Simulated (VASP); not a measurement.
# BAs (F-43m) in VASP: settings compared

One crystal, BAs, is run at these levels: B3LYP+TS, HSE06+MBD; tasks: atomic charges, relaxation of cell and atoms.

Everything below comes from runs of VASP 6.6.1. Logs are shortened: lines on timing, memory, paths and dates and some standing lists are left out, and cuts for length are marked.

## (1) The crystal as given

The structure is cubic, space group F-43m (No. 216). The conventional cell has a = 4.777 Å, b = 4.777 Å, c = 4.777 Å, α = 90.00°, β = 90.00°, γ = 90.00°. As (site symmetry -43m) has 4 B at 2.07 Å as nearest neighbours. B (site symmetry -43m) is surrounded by 4 As at 2.07 Å.

## (2) Atomic charges, B3LYP+TS

Input file POSCAR:

```
BAs
1.0
    0.0000000000      2.3885000000      2.3885000000
    2.3885000000      0.0000000000      2.3885000000
    2.3885000000      2.3885000000      0.0000000000
As B
1 1
Direct
    0.7500000000      0.7500000000      0.7500000000
    0.0000000000      0.0000000000      0.0000000000
```

Input file INCAR.step1:

```
SYSTEM = BAs
  PREC = Accurate
  ENCUT = 520
  EDIFF = 1E-5
  ISMEAR = -1
  SIGMA = 0.02
  LREAL = .FALSE.
  LASPH = .TRUE.
  NELM = 80
  ALGO = Normal
  ISIF = 2
  LWAVE = .TRUE.
  LCHARG = .FALSE.
  GGA = PE
```

Input file INCAR.step2:

```
SYSTEM = BAs
  PREC = Accurate
  ENCUT = 520
  EDIFF = 1E-7
  ISMEAR = -1
  SIGMA = 0.02
  LREAL = .FALSE.
  LASPH = .TRUE.
  NELM = 80
  ALGO = Normal
  ISIF = 2
  LWAVE = .FALSE.
  LCHARG = .FALSE.
  GGA = B3
  LHFCALC = .TRUE.
  AEXX = 0.2
  AGGAX = 0.72
  AGGAC = 0.81
  ALDAC = 0.19
  PRECFOCK = Fast
  IVDW = 2
  LORBIT = 11
  ISTART = 1
```

Input file KPOINTS:

```
regular mesh
0
G
  5 5 5
  0 0 0
```

Potentials or basis: VASP PAW PBE potentials, release 64 (As, B).

On the command line:

```console
$ cat potpaw_PBE.64/As/POTCAR potpaw_PBE.64/B/POTCAR > POTCAR
$ cp INCAR.step1 INCAR
$ mpirun -np 1 vasp_std > vasp.out
$ cp INCAR.step2 INCAR
$ mpirun -np 1 vasp_std > vasp.out
```

OUTCAR:

```text
SYSTEM = BAs
   PREC = Accurate
   ENCUT = 520
   EDIFF = 1E-7
   ISMEAR = -1
   LREAL = .FALSE.
   LASPH = .TRUE.
   NELM = 80
   ISIF = 2
   GGA = B3
   LHFCALC = .TRUE.
   AEXX = 0.2
   PRECFOCK = Fast
   IVDW = 2
   LORBIT = 11
   ISTART = 1
  IVDW =   2

 ion  position               nearest neighbor table
   1  0.750  0.750  0.750-   2 2.07   2 2.07   2 2.07   2 2.07
   2  0.000  0.000  0.000-   1 2.07   1 2.07   1 2.07   1 2.07

  LATTYP: Found a face centered cubic cell.
 ALAT       =     4.7770000000

  Lattice vectors:

 A1 = (   0.0000000000,   2.3885000000,   2.3885000000)
 A2 = (   2.3885000000,   0.0000000000,   2.3885000000)
 A3 = (   2.3885000000,   2.3885000000,   0.0000000000)

Analysis of symmetry for initial positions (statically):
=====================================================================
 Subroutine PRICEL returns:
 Original cell was already a primitive cell.

 Routine SETGRP: Setting up the symmetry group for a
 face centered cubic supercell.

 Subroutine GETGRP returns: Found 24 space group operations
 (whereof 24 operations were pure point group operations)
 out of a pool of 48 trial point group operations.

The static configuration has the point symmetry T_d .

Analysis of symmetry for dynamics (positions and initial velocities):
=====================================================================
 Subroutine PRICEL returns:
 Original cell was already a primitive cell.

 Routine SETGRP: Setting up the symmetry group for a
 face centered cubic supercell.

 Subroutine GETGRP returns: Found 24 space group operations
 (whereof 24 operations were pure point group operations)
 out of a pool of 48 trial point group operations.

The dynamic configuration has the point symmetry T_d .

 Subroutine INISYM returns: Found 24 space group operations
 (whereof 24 operations are pure point group operations),
 and found     1 'primitive' translations

----------------------------------------------------------------------------------------

                                     Primitive cell

  volume of cell :      27.2525

  direct lattice vectors                    reciprocal lattice vectors
     0.000000000  2.388500000  2.388500000    -0.209336404  0.209336404  0.209336404
     2.388500000  0.000000000  2.388500000     0.209336404 -0.209336404  0.209336404
     2.388500000  2.388500000  0.000000000     0.209336404  0.209336404 -0.209336404

  length of vectors
     3.377849094  3.377849094  3.377849094     0.362581287  0.362581287  0.362581287

  position of ions in fractional coordinates (direct lattice)
     0.750000000  0.750000000  0.750000000
     0.000000000  0.000000000  0.000000000

  ion indices of the primitive-cell ions
   primitive index   ion index
                 1           1
                 2           2

----------------------------------------------------------------------------------------

 KPOINTS: regular mesh

Automatic generation of k-mesh.
 Grid dimensions read from file:
 generate k-points for:    5    5    5

 Generating k-lattice:

  Cartesian coordinates                     Fractional coordinates (reciprocal lattice)
    -0.041867281  0.041867281  0.041867281     0.200000000  0.000000000  0.000000000
     0.041867281 -0.041867281  0.041867281     0.000000000  0.200000000  0.000000000
     0.041867281  0.041867281 -0.041867281     0.000000000  0.000000000  0.200000000

  Length of vectors
     0.072516257  0.072516257  0.072516257

  Shift w.r.t. Gamma in fractional coordinates (k-lattice)
     0.000000000  0.000000000  0.000000000

 Subroutine IBZKPT returns following result:
 ===========================================

 Found     10 irreducible k-points:

 Following reciprocal coordinates:
            Coordinates               Weight
  0.000000  0.000000  0.000000      1.000000
  0.200000  0.000000  0.000000      8.000000
  0.400000  0.000000  0.000000      8.000000
  0.200000  0.200000  0.000000      6.000000
  0.400000  0.200000  0.000000     24.000000
 -0.400000  0.200000  0.000000     24.000000
 -0.200000  0.200000  0.000000     12.000000
  0.400000  0.400000  0.000000      6.000000
 -0.400000  0.400000  0.000000     12.000000
 -0.400000  0.400000  0.200000     24.000000
   k-points           NKPTS =     10   k-points in BZ     NKDIM =    125   number of bands    NBANDS=      8
   number of dos      NEDOS =    301   number of ions     NIONS =      2
   total plane-waves  NPLWV =  21952
   dimension x,y,z NGX =    28 NGY =   28 NGZ =   28
   dimension x,y,z NGXF=    56 NGYF=   56 NGZF=   56
   ions per type =               1   1
   NGX,Y,Z   is equivalent  to a cutoff of  13.78, 13.78, 13.78 a.u.
   NGXF,Y,Z  is equivalent  to a cutoff of  27.56, 27.56, 27.56 a.u.
 SYSTEM =  BAs
   PREC   = accura    normal or accurate (medium, high low for compatibility)
   ISTART =      1    job   : 0-new  1-cont  2-samecut
   ICHARG =      0    charge: 1-file 2-atom 10-const
   ISPIN  =      1    spin polarized calculation?
   LNONCOLLINEAR =      F non collinear calculations
   LSORBIT =      F    spin-orbit coupling
   LASPH  =      T    aspherical Exc in radial PAW
   ENCUT  =  520.0 eV  38.22 Ry    6.18 a.u.   6.28  6.28  6.28*2*pi/ulx,y,z
   NELM   =     80;   NELMIN=  2; NELMDL=  0     # of ELM steps
   EDIFF  = 0.1E-06   stopping-criterion for ELM
   LREAL  =      F    real-space projection
   EDIFFG = 0.1E-05   stopping-criterion for IOM
   NSW    =      0    number of steps for IOM
   IBRION =     -1    ionic relax: 0-MD 1-quasi-New 2-CG
   NFREE  =      0    steps in history (QN), initial steepest desc. (CG)
   ISIF   =      2    stress and relaxation
   ISYM   =      3    0-nonsym 1-usesym 2-fastsym
   POTIM  = 0.5000    time-step for ionic-motion
   TEBEG  =    0.0;   TEEND  =   0.0 temperature during run
   PSTRESS=    0.0 pullay stress
   NELECT =       8.0000    total number of electrons
   NUPDOWN=      -1.0000    fix difference up-down
   EMIN   =  10.00;   EMAX   =-10.00  energy-range for DOS
   EFERMI =   0.00;   METHOD = LEGACY
   ISMEAR =    -1;   SIGMA  =   0.02  broadening in eV -4-tet -1-fermi 0-gaus
   EFERMI_NEDOS =   21; number of points for ismear=-14 and -15
   IALGO  =     38    algorithm
   IMIX   =      1    mixing-type and parameters
     AMIX     =   0.40;   BMIX     =  1.00
     AMIX_MAG =   1.60;   BMIX_MAG =  1.00
  volume/ion in A,a.u.               =      13.63        91.95
  Fermi-wavevector in a.u.,A,eV,Ry     =   1.088018  2.056057 16.106360  1.183784
  Thomas-Fermi vector in A             =   2.224191
   LORBIT       =     11    0 simple, 1 ext, 2 COOP (PROOUT), +10 PAW based schemes
   GGA     = B3    functional components
   LHFCALC =     T    Hartree Fock is set to
   PRECFOCK=fast      Normal, Fast or Accurate (Low or Medium for compatibility)
   ENCUT4O =  -1.0   cutoff for four orbital integrals eV
   NKREDX  =     1    reduce k-point grid by
   NKREDY  =     1    reduce k-point grid by
   NKREDZ  =     1    reduce k-point grid by
   AEXX    =    0.2000 exact exchange contribution
   HFSCREEN=    0.0000 screening length (either q_TF or 0.3 A-1)
   HFSCREENC=   0.0000 screening length for correlation (either q_TF or 0.3 A-1)
   ENCUTFOCK=  -1.0 apply spherical cutoff to Coloumb kernel
   IVDW    =     2    specifies the selected vdW correction
   LEPSILON=     F    determine dielectric tensor
   LRPA    =     F    only Hartree local field effects (RPA)
 non-spin polarized calculation
  energy-cutoff  :      520.00
  volume of cell :       27.25
 maximum number of plane-waves:       745
 NGX is ok and might be reduce to    28
  NGX = 16; NGY = 16; NGZ = 16

 number of electron       8.0000000 magnetization

 Free energy of the ion-electron system (eV)
  ---------------------------------------------------
  ext. energy  EPLUGINS =         0.00000000
  ---------------------------------------------------
  free energy    TOTEN  =       -12.45169652 eV

  energy without entropy =      -12.45169652  energy(sigma->0) =      -12.45169652

 E-fermi :   6.1132     XC(G=0):  -8.3484

 val. band max:        5.6831809144   @ k =   0.0000   0.0000   0.0000
 cond. band min:       8.2161274544   @ k =   0.4000   0.4000   0.0000
 fundamental gap:      2.5329465400
 Fermi energy:         6.1132242718

 k-point     1 :       0.0000    0.0000    0.0000
  band No.  band energies     occupation
      1     -10.9067      2.00000
      2       5.6832      2.00000
      3       5.6832      2.00000
      4       5.6832      2.00000
      5      10.3250      0.00000
      6      10.3250      0.00000
      7      10.3250      0.00000
      8      11.9315      0.00000

 k-point     2 :       0.2000    0.0000    0.0000
  band No.  band energies     occupation
      1     -10.2117      2.00000
      2       1.7150      2.00000
      3       4.7744      2.00000
      4       4.7744      2.00000
      5      10.3050      0.00000
      6      11.4969      0.00000
      7      11.4969      0.00000
      8      14.5014      0.00000

 k-point     3 :       0.4000    0.0000    0.0000
  band No.  band energies     occupation
      1      -8.4078      2.00000
      2      -2.7990      2.00000
      3       3.8640      2.00000
      4       3.8640      2.00000
      5       9.8417      0.00000
      6      11.9905      0.00000
      7      11.9905      0.00000
      8      16.3438      0.00000

 k-point     4 :       0.2000    0.2000    0.0000
  band No.  band energies     occupation
      1      -9.9753      2.00000
      2       2.4923      2.00000
      3       3.4583      2.00000
      4       3.4583      2.00000
      5       9.0290      0.00000
      6      12.5811      0.00000
      7      13.5232      0.00000
      8      13.5232      0.00000

 k-point     5 :       0.4000    0.2000    0.0000
  band No.  band energies     occupation
      1      -8.4738      2.00000
      2      -1.3202      2.00000
      3       2.0351      2.00000
      4       2.6452      2.00000
      5       9.6896      0.00000
      6      12.6755      0.00000
      7      14.0439      0.00000
      8      14.5536      0.00000

 k-point     6 :      -0.4000    0.2000    0.0000
  band No.  band energies     occupation
      1      -7.3832      2.00000
      2      -3.1568      2.00000
      3       0.8861      2.00000
      4       3.0276      2.00000
      5      10.2038      0.00000
      6      13.3708      0.00000
      7      13.7705      0.00000
      8      16.5166      0.00000

 k-point     7 :      -0.2000    0.2000    0.0000
  band No.  band energies     occupation
      1      -9.1060      2.00000
      2      -0.1764      2.00000
      3       1.4286      2.00000
      4       4.3162      2.00000
      5      11.0844      0.00000
      6      12.3123      0.00000
      7      13.1760      0.00000
      8      14.3632      0.00000

 k-point     8 :       0.4000    0.4000    0.0000
  band No.  band energies     occupation
      1      -7.4144      2.00000
      2      -2.2180      2.00000
      3       1.5947      2.00000
      4       1.5947      2.00000
      5       8.2161      0.00000
      6       9.3825      0.00000
      7      17.8538      0.00000
      8      17.8538      0.00000

 k-point     9 :      -0.4000    0.4000    0.0000
  band No.  band energies     occupation
      1      -6.3763      2.00000
      2      -3.2635      2.00000
      3      -0.2307      2.00000
      4       1.7606      2.00000
      5       8.9144      0.00000
      6      11.5696      0.00000
      7      17.3024      0.00000
      8      17.6490      0.00000

 k-point    10 :      -0.4000    0.4000    0.2000
  band No.  band energies     occupation
      1      -6.9211      2.00000
      2      -2.5617      2.00000
      3      -0.0690      2.00000
      4       1.3237      2.00000
      5      11.5915      0.00000
      6      12.5571      0.00000
      7      13.3561      0.00000
      8      17.1195      0.00000

------------------------ aborting loop because EDIFF is reached ----------------------------------------

  Hirshfeld charges:
            ion         q(e)
   ------------------------------
      1     As       0.12896007
      2     B       -0.12896007

  Tkatchenko/Scheffler method for vdW energy calculation

  Number of pair interactions contributing to vdW energy:   57648

  Edisp (eV):   -0.73721

  FORCE on cell =-STRESS in cart. coord.  units (eV):
  Direction    XX          YY          ZZ          XY          YZ          ZX
  --------------------------------------------------------------------------------------
  -------------------------------------------------------------------------------------
  Total       0.34966     0.34966     0.34966     0.00000     0.00000    -0.00000
  in kB      20.55677    20.55677    20.55677     0.00000     0.00000    -0.00000
  external pressure =       20.56 kB  Pullay stress =        0.00 kB

 VOLUME and BASIS-vectors are now :
 -----------------------------------------------------------------------------
  energy-cutoff  :      520.00
  volume of cell :       27.25
      direct lattice vectors                 reciprocal lattice vectors
     0.000000000  2.388500000  2.388500000    -0.209336404  0.209336404  0.209336404
     2.388500000  0.000000000  2.388500000     0.209336404 -0.209336404  0.209336404
     2.388500000  2.388500000  0.000000000     0.209336404  0.209336404 -0.209336404

 POSITION                                       TOTAL-FORCE (eV/Angst)
 -----------------------------------------------------------------------------------
      3.58275      3.58275      3.58275         0.000000      0.000000      0.000000
      0.00000      0.00000      0.00000        -0.000000     -0.000000     -0.000000
 -----------------------------------------------------------------------------------
    total drift:                                0.000000      0.000000      0.000000

  FREE ENERGIE OF THE ION-ELECTRON SYSTEM (eV)
  ---------------------------------------------------
  free  energy   TOTEN  =       -13.1889024147 eV

  energy  without entropy=      -13.1889024147  energy(sigma->0) =      -13.18890241

 total charge

# of ion       s       p       d       tot
------------------------------------------
    1        1.190   1.716   0.091   2.997
    2        0.652   1.196   0.000   1.848
--------------------------------------------------
tot          1.842   2.911   0.091   4.844
```

Run time: 78 s. Hardware: 1 thread of AMD EPYC 9R45 (Zen 5), shared host; peak memory 0.13 GiB.

Results:

* Free energy: -13.1889 eV
* Pressure: 2.1 GPa
* Band gap on the k mesh: 2.53 eV, indirect (least direct gap 4.64 eV)
* Valence electrons inside the program's atomic spheres: As 3.00; B 1.85
* Hirshfeld charges: As +0.13; B -0.13 e
* Dispersion energy per atom: -0.369 eV

Caveat: the k mesh is coarse (spacing up to 0.46 Å⁻¹), so the values aren't converged, least of all with exact exchange; the PAW data sets were made with another functional, which shifts forces and pressure a little; an odd mesh through Γ misses points on the zone boundary, where band edges often lie.

## (3) Relaxation of cell and atoms, HSE06+MBD

POSCAR is that of step 2.

Input file INCAR.step1:

```
SYSTEM = BAs
PREC = Accurate
ENCUT = 600
EDIFF = 1E-5
ISMEAR = -5
SIGMA = 0.05
LREAL = .False.
LASPH = .True.
NELM = 100
ALGO = Normal
LWAVE = .True.
LCHARG = .False.
GGA = PE
```

Input file INCAR.step2:

```
SYSTEM = BAs
PREC = Accurate
ENCUT = 600
EDIFF = 1E-6
ISMEAR = -5
SIGMA = 0.05
LREAL = .False.
LASPH = .True.
NELM = 100
ALGO = Normal
ISIF = 3
LWAVE = .False.
LCHARG = .False.
GGA = PE
LHFCALC = .True.
HFSCREEN = 0.2
PRECFOCK = Normal
IVDW = 202
IBRION = 2
NSW = 40
EDIFFG = -0.01
ISTART = 1
```

Input file KPOINTS:

```
Automatic mesh
0
Gamma
  5 5 5
  0 0 0
```

Potentials or basis: VASP PAW PBE potentials, release 64 (As, B).

On the command line:

```console
$ cat potpaw_PBE.64/As/POTCAR potpaw_PBE.64/B/POTCAR > POTCAR
$ cp INCAR.step1 INCAR
$ mpirun -np 1 vasp_std > vasp.out
$ cp INCAR.step2 INCAR
$ mpirun -np 1 vasp_std > vasp.out
```

It took 8.4 min on 1 thread of AMD EPYC 9R45 (Zen 5), shared host; peak memory 0.25 GiB.

It converged, with:

- Free energy: -13.6761 eV
- Relaxed volume: 13.41 Å³/atom
- Relaxed cell: a = 3.360 Å, b = 3.360 Å, c = 3.360 Å, α = 60.00°, β = 60.00°, γ = 60.00°
- Space group after relaxing (to 0.05 Å): F-43m (No. 216)
- Energy gained by relaxing: 1.7 meV/atom
- Ionic steps: 3
- Pressure after relaxing: -0.1 GPa
- Band gap on the k mesh: 1.85 eV, indirect (least direct gap 4.16 eV)
- Hirshfeld charges: As +0.13; B -0.13 e
- Dispersion energy per atom: -0.218 eV

Step by step:
| step | energy change (eV) | largest force (eV/Å) | pressure (GPa) | volume (Å³) |
| --- | --- | --- | --- | --- |
| 1 | 0.0000 | 0.0000 | -2.53 | 27.25 |
| 2 | -0.0007 | 0.0000 | 2.21 | 26.41 |
| 3 | -0.0035 | 0.0000 | -0.11 | 26.81 |

Final structure:
```cif
data_structure
_symmetry_space_group_name_H-M 'P 1'
_symmetry_Int_Tables_number 1
_cell_length_a 3.3596
_cell_length_b 3.3596
_cell_length_c 3.3596
_cell_angle_alpha 60.000
_cell_angle_beta 60.000
_cell_angle_gamma 60.000
_cell_volume 26.81
loop_
_atom_site_label
_atom_site_type_symbol
_atom_site_fract_x
_atom_site_fract_y
_atom_site_fract_z
_atom_site_occupancy
As1 As 0.75000 0.75000 0.75000 1
B1 B 0.00000 0.00000 0.00000 1
```

Levels at points of the mesh, in eV from the valence-band top:
```tsv
k point	band 2	band 3	band 4	band 5	band 6	band 7
(0.00, 0.00, 0.00)	0.00	0.00	0.00	4.16	4.16	4.16
```

Caveat: the k mesh is coarse (spacing up to 0.46 Å⁻¹), so the values aren't converged, least of all with exact exchange; the PAW data sets were made with another functional, which shifts forces and pressure a little; an odd mesh through Γ misses points on the zone boundary, where band edges often lie.

## (4) The reference run

An earlier run on the cell as given: functional PBE; potentials or basis VASP PAW PBE potentials, release 64 (As, B); cutoff 520 eV; k mesh 10 × 10 × 10; occupations fermi-dirac, width 0.05 eV; no spin polarisation.

- Pressure: 3.4 GPa
- Band gap on the k mesh: 1.18 eV, indirect (least direct gap 3.28 eV)

## (5) Summary

```tsv
task	level	cell	k mesh	cutoff (eV)	smearing	grid for exact exchange (PRECFOCK)	exchange at q = 0	screening parameter	mesh quality	gap on the mesh (eV)	pressure (GPa)
atomic charges	B3LYP+TS	as given	5 × 5 × 5	520	fermi-dirac 0.02 eV	Fast	default	-	coarse	2.53	2.1
relaxation of cell and atoms	HSE06+MBD	relaxed	5 × 5 × 5	600	tetrahedron	Normal	-	0.2 1/A	coarse	1.85	-0.1
single point	PBE	as given	10 × 10 × 10	520	fermi-dirac 0.05 eV	-	-	-	not flagged	1.18	3.4
```

Alike in all rows: potentials or basis VASP PAW PBE potentials, release 64 (As, B); no spin polarisation.

Caveats: some runs use coarse meshes; the PAW data sets were made with another functional, which shifts forces and pressure a little (some runs); an odd mesh through Γ misses points on the zone boundary, where band edges often lie (some runs).

Absolute energies hang on the potentials; compare differences alone.
